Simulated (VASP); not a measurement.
# Si (Fd-3m) in VASP: further runs

One crystal, Si, is run at these levels: PBE; tasks: single point.

Everything below comes from runs of VASP 6.6.1. Logs are shortened: lines on timing, memory, paths and dates and some standing lists are left out, and cuts for length are marked.

## Step 1: The structure

Symmetry: Fd-3m, No. 227, cubic system. The conventional cell has a = 5.427 Å, b = 5.427 Å, c = 5.427 Å, α = 90.00°, β = 90.00°, γ = 90.00°. Si (site symmetry -43m) is surrounded by 4 Si at 2.35 Å.

## Step 2: Single point, PBE

Contents of INCAR:

```
PREC     = Accurate       # precision mode
ENCUT    = 520            # plane-wave cutoff, eV
EDIFF    = 1E-6           # SCF threshold, eV
ISMEAR   = -1             # smearing method
SIGMA    = 0.05           # smearing width, eV
LREAL    = F              # projectors in reciprocal space
LASPH    = T              # aspherical terms in the spheres
NELM     = 100            # most SCF steps
ALGO     = Fast           # electronic algorithm
ISIF     = 2              # what is computed and relaxed
LWAVE    = F              # write WAVECAR
LCHARG   = F              # write CHGCAR
GGA      = PE             # functional
NBANDS   = 11             # bands
```

Contents of KPOINTS:

```
Automatic mesh
0
Gamma
  8 8 8
```

Contents of POSCAR:

```
Si
1.0
    0.0000000000      2.7135600000      2.7135600000
    2.7135600000      0.0000000000      2.7135600000
    2.7135600000      2.7135600000      0.0000000000
Si
2
Direct
    0.7500000000      0.7500000000      0.7500000000
    0.5000000000      0.5000000000      0.5000000000
```

Potentials or basis: VASP PAW PBE potentials, release 64 (Si).

Command:

```console
$ cat potpaw_PBE.64/Si/POTCAR > POTCAR
$ mpirun -np 1 vasp_std > vasp.out
```

OUTCAR:

```text
PREC = Accurate
   ENCUT = 520
   EDIFF = 1E-6
   ISMEAR = -1
   LREAL = F
   LASPH = T
   NELM = 100
   ISIF = 2
   GGA = PE

 ion  position               nearest neighbor table
   1  0.750  0.750  0.750-   2 2.35   2 2.35   2 2.35   2 2.35
   2  0.500  0.500  0.500-   1 2.35   1 2.35   1 2.35   1 2.35

  LATTYP: Found a face centered cubic cell.
 ALAT       =     5.4271200000

  Lattice vectors:

 A1 = (   0.0000000000,   2.7135600000,   2.7135600000)
 A2 = (   2.7135600000,   0.0000000000,   2.7135600000)
 A3 = (   2.7135600000,   2.7135600000,   0.0000000000)

Analysis of symmetry for initial positions (statically):
=====================================================================
 Subroutine PRICEL returns:
 Original cell was already a primitive cell.

 Routine SETGRP: Setting up the symmetry group for a
 face centered cubic supercell.

 Subroutine GETGRP returns: Found 48 space group operations
 (whereof 24 operations were pure point group operations)
 out of a pool of 48 trial point group operations.

The static configuration has the point symmetry T_d .
 The point group associated with its full space group is O_h .

Analysis of symmetry for dynamics (positions and initial velocities):
=====================================================================
 Subroutine PRICEL returns:
 Original cell was already a primitive cell.

 Routine SETGRP: Setting up the symmetry group for a
 face centered cubic supercell.

 Subroutine GETGRP returns: Found 48 space group operations
 (whereof 24 operations were pure point group operations)
 out of a pool of 48 trial point group operations.

The dynamic configuration has the point symmetry T_d .
 The point group associated with its full space group is O_h .

 Subroutine INISYM returns: Found 48 space group operations
 (whereof 24 operations are pure point group operations),
 and found     1 'primitive' translations

----------------------------------------------------------------------------------------

                                     Primitive cell

  volume of cell :      39.9621

  direct lattice vectors                    reciprocal lattice vectors
     0.000000000  2.713560000  2.713560000    -0.184259792  0.184259792  0.184259792
     2.713560000  0.000000000  2.713560000     0.184259792 -0.184259792  0.184259792
     2.713560000  2.713560000  0.000000000     0.184259792  0.184259792 -0.184259792

  length of vectors
     3.837553354  3.837553354  3.837553354     0.319147321  0.319147321  0.319147321

  position of ions in fractional coordinates (direct lattice)
     0.750000000  0.750000000  0.750000000
     0.500000000  0.500000000  0.500000000

  ion indices of the primitive-cell ions
   primitive index   ion index
                 1           1
                 2           2

----------------------------------------------------------------------------------------

 KPOINTS: Automatic mesh

Automatic generation of k-mesh.
 Grid dimensions read from file:
 generate k-points for:    8    8    8

 Generating k-lattice:

  Cartesian coordinates                     Fractional coordinates (reciprocal lattice)
    -0.023032474  0.023032474  0.023032474     0.125000000  0.000000000  0.000000000
     0.023032474 -0.023032474  0.023032474     0.000000000  0.125000000  0.000000000
     0.023032474  0.023032474 -0.023032474     0.000000000  0.000000000  0.125000000

  Length of vectors
     0.039893415  0.039893415  0.039893415

  Shift w.r.t. Gamma in fractional coordinates (k-lattice)
     0.000000000  0.000000000  0.000000000

 Subroutine IBZKPT returns following result:
 ===========================================

 Found     29 irreducible k-points:

 Following reciprocal coordinates:
            Coordinates               Weight
  0.000000  0.000000  0.000000      1.000000
  0.125000  0.000000  0.000000      8.000000
  0.250000  0.000000  0.000000      8.000000
  0.375000  0.000000  0.000000      8.000000
  0.500000  0.000000  0.000000      4.000000
  0.125000  0.125000  0.000000      6.000000
[... 16 lines left out ...]
  0.500000  0.250000  0.125000     48.000000
 -0.375000  0.250000  0.125000     24.000000
 [... further k-points ...]
   k-points           NKPTS =     29   k-points in BZ     NKDIM =     29   number of bands    NBANDS=     11
   number of dos      NEDOS =    301   number of ions     NIONS =      2
   total plane-waves  NPLWV =  27000
   dimension x,y,z NGX =    30 NGY =   30 NGZ =   30
   dimension x,y,z NGXF=    60 NGYF=   60 NGZF=   60
   ions per type =               2
   NGX,Y,Z   is equivalent  to a cutoff of  13.00, 13.00, 13.00 a.u.
   NGXF,Y,Z  is equivalent  to a cutoff of  25.99, 25.99, 25.99 a.u.
 SYSTEM =  unknown system
   PREC   = accura    normal or accurate (medium, high low for compatibility)
   ISTART =      0    job   : 0-new  1-cont  2-samecut
   ICHARG =      2    charge: 1-file 2-atom 10-const
   ISPIN  =      1    spin polarized calculation?
   LNONCOLLINEAR =      F non collinear calculations
   LSORBIT =      F    spin-orbit coupling
   LASPH  =      T    aspherical Exc in radial PAW
   ENCUT  =  520.0 eV  38.22 Ry    6.18 a.u.   7.14  7.14  7.14*2*pi/ulx,y,z
   NELM   =    100;   NELMIN=  2; NELMDL= -5     # of ELM steps
   EDIFF  = 0.1E-05   stopping-criterion for ELM
   LREAL  =      F    real-space projection
   EDIFFG = 0.1E-04   stopping-criterion for IOM
   NSW    =      0    number of steps for IOM
   IBRION =     -1    ionic relax: 0-MD 1-quasi-New 2-CG
   NFREE  =      0    steps in history (QN), initial steepest desc. (CG)
   ISIF   =      2    stress and relaxation
   ISYM   =      2    0-nonsym 1-usesym 2-fastsym
   POTIM  = 0.5000    time-step for ionic-motion
   TEBEG  =    0.0;   TEEND  =   0.0 temperature during run
   PSTRESS=    0.0 pullay stress
   NELECT =       8.0000    total number of electrons
   NUPDOWN=      -1.0000    fix difference up-down
   EMIN   =  10.00;   EMAX   =-10.00  energy-range for DOS
   EFERMI =   0.00;   METHOD = LEGACY
   ISMEAR =    -1;   SIGMA  =   0.05  broadening in eV -4-tet -1-fermi 0-gaus
   EFERMI_NEDOS =   21; number of points for ismear=-14 and -15
   IALGO  =     68    algorithm
   IMIX   =      4    mixing-type and parameters
     AMIX     =   0.40;   BMIX     =  1.00
     AMIX_MAG =   1.60;   BMIX_MAG =  1.00
  volume/ion in A,a.u.               =      19.98       134.84
  Fermi-wavevector in a.u.,A,eV,Ry     =   0.957684  1.809760 12.478691  0.917158
  Thomas-Fermi vector in A             =   2.086724
   LORBIT       =      0    0 simple, 1 ext, 2 COOP (PROOUT), +10 PAW based schemes
   GGA     = PE    functional components
   LHFCALC =     F    Hartree Fock is set to
   AEXX    =    0.0000 exact exchange contribution
   IVDW    =     0    specifies the selected vdW correction
   LEPSILON=     F    determine dielectric tensor
   LRPA    =     F    only Hartree local field effects (RPA)
 non-spin polarized calculation
 RMM-DIIS sequential band-by-band and
  energy-cutoff  :      520.00
  volume of cell :       39.96
 maximum number of plane-waves:      1090
 NGX is ok and might be reduce to    30
   NGX = 15   NGY = 15   NGZ = 15

 number of electron       8.0000000 magnetization

 Free energy of the ion-electron system (eV)
  ---------------------------------------------------
  ext. energy  EPLUGINS =         0.00000000
  ---------------------------------------------------
  free energy    TOTEN  =       -10.83997890 eV

  energy without entropy =      -10.83994970  energy(sigma->0) =      -10.83996430

 E-fermi :   6.1333     XC(G=0):  -9.4159

 val. band max:        5.8476834454   @ k =   0.0000   0.0000   0.0000
 cond. band min:       6.4601962219   @ k =   0.3750   0.3750   0.0000
 fundamental gap:      0.6125127765
 Fermi energy:         6.1333481928

 k-point     1 :       0.0000    0.0000    0.0000
  band No.  band energies     occupation
      1      -6.1237      2.00000
      2       5.8477      1.99342
      3       5.8477      1.99342
      4       5.8477      1.99342
      5       8.4135      0.00000
      6       8.4135      0.00000
      7       8.4135      0.00000
      8       9.2444      0.00000
      9      13.5679      0.00000
     10      13.5679      0.00000
     11      13.8150      0.00000

 k-point     2 :       0.1250    0.0000    0.0000
  band No.  band energies     occupation
      1      -5.9192      2.00000
      2       4.2502      2.00000
      3       5.5586      1.99998
      4       5.5586      1.99998
      5       8.3581      0.00000
      6       8.8385      0.00000
      7       8.8385      0.00000
      8      10.5828      0.00000
      9      13.0856      0.00000
     10      13.0856      0.00000
     11      14.6027      0.00000

 k-point     3 :       0.2500    0.0000    0.0000
  band No.  band energies     occupation
      1      -5.3225      2.00000
      2       1.9199      2.00000
      3       5.0879      2.00000
      4       5.0879      2.00000
      5       7.8862      0.00000
      6       9.3560      0.00000
      7       9.3560      0.00000
      8      12.7879      0.00000
      9      13.0431      0.00000
     10      13.0431      0.00000
     11      14.8503      0.00000
[... 267 lines left out ...]
 k-point    23 :       0.5000    0.2500    0.1250
  band No.  band energies     occupation
      1      -3.9017      2.00000
      2       0.0049      2.00000
      3       2.5237      2.00000
      4       3.9169      2.00000
      5       8.7269      0.00000
      6       9.4048      0.00000
      7      10.8715      0.00000
      8      11.7894      0.00000
      9      14.8778      0.00000
     10      15.5925      0.00000
     11      17.8579      0.00000

 k-point    24 :      -0.3750    0.2500    0.1250
  band No.  band energies     occupation
      1      -3.2476      2.00000
      2      -0.9425      2.00000
      3       2.3952      2.00000
      4       3.6867      2.00000
      5       8.9207      0.00000
      6       8.9780      0.00000
      7      11.7654      0.00000
      8      12.9694      0.00000
      9      13.2542      0.00000
     10      16.4368      0.00000
     11      17.5656      0.00000

 [... further k-points ...]

------------------------ aborting loop because EDIFF is reached ----------------------------------------

  FORCE on cell =-STRESS in cart. coord.  units (eV):
  Direction    XX          YY          ZZ          XY          YZ          ZX
  --------------------------------------------------------------------------------------
  -------------------------------------------------------------------------------------
  Total        0.5333413      0.5333413      0.5333413      0.0000000      0.0000000     -0.0000000
  in kB       21.3829455     21.3829455     21.3829455      0.0000000      0.0000000     -0.0000000
  external PRESSURE =      21.3829455 kB  Pullay stress =       0.0000000 kB

 VOLUME and BASIS-vectors are now :
 -----------------------------------------------------------------------------
  energy-cutoff  :      520.00
  volume of cell :       39.96
      direct lattice vectors                 reciprocal lattice vectors
     0.000000000  2.713560000  2.713560000    -0.184259792  0.184259792  0.184259792
     2.713560000  0.000000000  2.713560000     0.184259792 -0.184259792  0.184259792
     2.713560000  2.713560000  0.000000000     0.184259792  0.184259792 -0.184259792

 POSITION                                       TOTAL-FORCE (eV/Angst)
 -----------------------------------------------------------------------------------
      4.07034      4.07034      4.07034         0.000000     -0.000000     -0.000000
      2.71356      2.71356      2.71356        -0.000000      0.000000      0.000000
 -----------------------------------------------------------------------------------
    total drift:                                0.000000     -0.000000     -0.000000

  FREE ENERGIE OF THE ION-ELECTRON SYSTEM (eV)
  ---------------------------------------------------
  free  energy   TOTEN  =       -10.8399789005 eV

  energy  without entropy=      -10.8399496975  energy(sigma->0) =      -10.83996430
```

Wall time 20 s (1 thread of Intel Xeon Platinum 8259CL at 2.50GHz (Skylake/Cascade Lake), shared host); peak memory 0.15 GiB.

Results:

* Free energy: -10.8400 eV
* Pressure: 2.1 GPa
* Band gap on the k mesh: 0.61 eV, indirect (least direct gap 2.57 eV)

## Step 3: Single point, PBE

Contents of INCAR:

```
SYSTEM = Si
PREC     = Accurate       ! precision mode
ENCUT    = 520            ! plane-wave cutoff, eV
EDIFF    = 1E-7           ! SCF threshold, eV
ISMEAR   = -1             ! smearing method
SIGMA    = 0.05           ! smearing width, eV
LREAL    = .False.        ! projectors in reciprocal space
LASPH    = .True.         ! aspherical terms in the spheres
NELM     = 100            ! most SCF steps
ALGO     = Normal         ! electronic algorithm
ISIF     = 2              ! what is computed and relaxed
LWAVE    = .False.        ! write WAVECAR
LCHARG   = .True.         ! write CHGCAR
GGA      = PE             ! functional
LELF     = .True.         ! ELF
LVHAR    = .True.       
NBANDS   = 11             ! bands
```

Contents of KPOINTS:

```
Automatic mesh
0
Gamma
  9 9 9
  0 0 0
```

POSCAR is that of step 2.

Potentials or basis: VASP PAW PBE potentials, release 64 (Si).

Command:

```console
$ cat potpaw_PBE.64/Si/POTCAR > POTCAR
$ mpirun -np 1 vasp_std > vasp.out
```

Wall time 14 s (1 thread of Intel Xeon Platinum 8375C at 2.90GHz (Ice Lake), shared host); peak memory 0.16 GiB.

Results (log left out):

| Item | Value |
| --- | --- |
| Free energy | -10.8422 eV |
| Pressure | 2.1 GPa |
| Band gap on the k mesh | 0.58 eV, indirect (least direct gap 2.57 eV) |

Levels at points of the mesh, in eV from the valence-band top:
| k point | band 2 | band 3 | band 4 | band 5 | band 6 | band 7 |
| --- | --- | --- | --- | --- | --- | --- |
| (0.00, 0.00, 0.00) | 0.00 | 0.00 | 0.00 | 2.57 | 2.57 | 2.57 |

Caveat: an odd mesh through Γ misses points on the zone boundary, where band edges often lie.
